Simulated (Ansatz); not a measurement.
# BN (rocksalt type): how the settings move a single-point run

How sensitive is a single-point run of BN (rocksalt type) to its settings? A reference run comes first, then one run with altered input.

Program: Ansatz 0.2.0. Level of theory: reference: DFT, PBE, PAW with Ansatz's default frozen-core files, scalar-relativistic. These are calculated values, not measurements.

**1. The system as given**

The structure is cubic, space group Fm-3m (No. 225). The conventional cell has a = 3.019 Å, b = 3.019 Å, c = 3.019 Å, α = 90.00°, β = 90.00°, γ = 90.00°. Around B (site symmetry m-3m) lie 6 N at 1.51 Å. N (site symmetry m-3m) has 6 B at 1.51 Å as nearest neighbours.

Structure file:

```cif
data_structure
_symmetry_space_group_name_H-M 'P 1'
_symmetry_Int_Tables_number 1
_cell_length_a 2.1349
_cell_length_b 2.1349
_cell_length_c 2.1349
_cell_angle_alpha 60.000
_cell_angle_beta 60.000
_cell_angle_gamma 60.000
_cell_volume 6.88
loop_
_atom_site_label
_atom_site_type_symbol
_atom_site_fract_x
_atom_site_fract_y
_atom_site_fract_z
_atom_site_occupancy
B1 B 0.00000 0.00000 0.00000 1
N1 N 0.50000 0.50000 0.50000 1
```

**2. Reference**

The input, input.yaml:

```yaml
crystal:
  lattice:
    - [0.0, 1.5096012912, 1.5096012912]
    - [1.5096012912, 0.0, 1.5096012912]
    - [1.5096012912, 1.5096012912, 0.0]
  atoms:
    - { symbol: B, position: [0.0, 0.0, 0.0] }
    - { symbol: "N", position: [0.5, 0.5, 0.5] }
kpoints:
  mp_grid: { grid: [15, 15, 15] }
scf:
  occupations: { method: fermi_dirac, width: 0.08 }
hamiltonian:
  xc: pbe
  pseudopotentials: { kind: paw }
output:
  forces: true
  stress: true
  eigenvalues: true
  populations: true
  write_density: true
  write_potential: true
  elf: true
  volumetric_format: npy
```

The run is started by

```sh
$ ansatz run input.yaml --threads 1 --pin off --max-ram 2048MiB --backend cpu --events-out ev --progress --plain --runs-dir out
```

From the output:

```text
[...]
Basis set: ecut = 420 eV, 137 PW (Γ), exchange–correlation on 30×30×30 points (8 copies of the dense FFT grid, shifted against one another)
[...]
k-points: 120 of 3375
[...]
SCF iter   1: F=—  HF=-535.513659 eV  |F-HF|=—  |Δ(HF+E_count)|=         —  Δρ=6.19e-2  dr2=1.73e-1  ethr=1.77e-3  ⟨swp⟩=4.0  Hψ=6159  notcnv=0
preconditioner: auto → none  [insulator: Δε(μ)=5.663 eV  Ē_g=26.424 eV  σ=0.080 eV  W_gap=1.00  n_scr=0 (ndim 8)  ℏωp=40.0 eV  f_vac=0.000  D(μ)=0.00/eV (n_scr^D=0)  ε∞_Penn≈3.3]
SCF iter   2: F=—  HF=-535.453803 eV  |F-HF|=—  |Δ(HF+E_count)|=   5.99e-2  Δρ=1.98e-2  dr2=1.30e-2  ethr=1.77e-3  ⟨swp⟩=2.0  Hψ=2400  notcnv=0
[...]
SCF iter   5: F=—  HF=-535.450491 eV  |F-HF|=—  |Δ(HF+E_count)|=   5.12e-6  Δρ=5.66e-5  dr2=1.11e-7  ethr=3.36e-8  ⟨swp⟩=2.5  Hψ=1399  notcnv=0
SCF iter   6: F=-535.450491 eV  HF=-535.450491 eV  |F-HF|=4.57e-11  |Δ(HF+E_count)|=   3.72e-8  Δρ=4.28e-6  dr2=3.51e-10  ethr=1.25e-9  ⟨swp⟩=8.2  Hψ=6048  notcnv=0
[...]
SCF converged after 6 iterations
Free energy (F): -535.450491 eV
[...]
E sigma→0 (E₀):  -535.450491 eV
Fermi energy:    26.873650 eV
[...]
  P = ⅓ Tr σ = 391.0849 GPa (3910.849 kbar)
[...]
```

Run time: 0.98 s. Hardware: 1 thread of Intel Xeon Platinum 8488C (Sapphire Rapids), shared host; peak memory 0.29 GiB.

**3. Variant: mixing.algorithm msr1, mixing.beta 0.5**

input.yaml, as its differences from that of step 2:

```diff
@@ -12,2 +12,3 @@
   occupations: { method: fermi_dirac, width: 0.08 }
+  mixing: { algorithm: msr1, beta: 0.5 }
 hamiltonian:
@@ -20,5 +21 @@
   populations: true
-  write_density: true
-  write_potential: true
-  elf: true
-  volumetric_format: npy
```

The run is started by

```sh
$ ansatz run input.yaml --threads 1 --pin off --max-ram 2048MiB --backend cpu --events-out ev --progress --plain --runs-dir out
```

What it wrote, shortened:

```text
[...]
Pseudopotentials: kind: paw
Pseudopotential: B, paw, valence charge 3, recommended cutoff 420 eV (normal)
Pseudopotential: N, paw, valence charge 5, recommended cutoff 420 eV (normal)
Functional definition: PBE
[...]
Crystal: 2 atoms, lattice volume = 6.880 Å³
Basis set: ecut = 420 eV, 137 PW (Γ), exchange–correlation on 30×30×30 points (8 copies of the dense FFT grid, shifted against one another)
Bands: 8, of which v1, the nominal top of the filled ones, is band 4 counted from 1 (3 counted from 0)
Symmetry: 48 space group operations
Space group: Fm-3m (ITA 225), of the structure as read, at distance tolerance 1.9e-5 Å
k-points: 120 of 3375
[...]
SCF iter   1: F=—  HF=-535.513659 eV  |F-HF|=—  |Δ(HF+E_count)|=         —  Δρ=6.19e-2  dr2=1.73e-1  ethr=1.77e-3  ⟨swp⟩=4.0  Hψ=6159  notcnv=0
[...]
SCF iter   6: F=-535.450491 eV  HF=-535.450491 eV  |F-HF|=4.55e-11  |Δ(HF+E_count)|=   3.73e-8  Δρ=4.28e-6  dr2=3.51e-10  ethr=1.25e-9  ⟨swp⟩=5.1  Hψ=4716  notcnv=0
[...]
SCF converged after 6 iterations
Free energy (F): -535.450491 eV
[...]
E sigma→0 (E₀):  -535.450491 eV
Fermi energy:    26.873650 eV
[...]
--- Forces (eV/Å), atoms counted from 1 ---
  atom   1  B     -0.00000000     0.00000000    -0.00000000
  atom   2  N      0.00000000    -0.00000000    -0.00000000
[...]
--- Stress (GPa, compression-positive) ---
      391.084921       0.000000       0.000000
        0.000000     391.084921      -0.000000
       -0.000000      -0.000000     391.084921
  P = ⅓ Tr σ = 391.0849 GPa (3910.849 kbar)
--- Band table (eV; the first three rows and the last of 120) ---
  k-point 0: bands = ["-5.2901", "23.0571", "23.0571", "23.0571", "41.3425", "41.3425", "41.3425", "45.1085"]
[...]
--- Löwdin populations: 2 sites ---
  site symbol       q [e]
     0      B      2.6023
     1      N      5.3647
  spilling = 0.004123 (of n_electrons = 8.000000)
```

Wall time 0.95 s (1 thread of Intel Xeon Platinum 8488C (Sapphire Rapids), shared host); peak memory 0.3 GiB.

Energy and cycle count are those of the reference, so the change (mixing) left the result and the number of cycles as they were.

**4. Side by side**

| run | ending | energy change | pressure (GPa) | gap (eV) | force (eV/Å) | cycles | time |
| --- | --- | --- | --- | --- | --- | --- | --- |
| reference | converged | 0 | 391.1 | 5.18 | 0.00 | 6 | 0.98 s |
| 1: mixing.algorithm msr1, mixing.beta 0.5 | converged | 0.0 meV/atom | 391.1 | 5.18 | 0.00 | 6 | 0.95 s |

Times don't compare one to one where runs were asked for different outputs or read a saved state (see the inputs); cycles may leave out searches for a lower state.

Residual by cycle in the longest SCF loop of each run; runs are numbered as in the table. The quantity is the density residual dr2, in eV.

| cycle | reference | run 1 |
| --- | --- | --- |
| 1 | 0.173 | 0.173 |
| 2 | 0.013 | 0.013 |
| 3 | 0.00168 | 0.00168 |
| 4 | 2.7e-6 | 2.7e-6 |
| 5 | 1.1e-7 | 1.1e-7 |
| 6 | 3.5e-10 | 3.5e-10 |

Energy and cycle count are those of the reference, so the change (mixing) left the result and the number of cycles as they were. The structure is not at rest: the sound run finds 391 GPa, so these are no properties of the relaxed crystal. 

These are semilocal Kohn-Sham gaps, which aren't the measured quantity. Such gaps usually fall short of the measured ones.
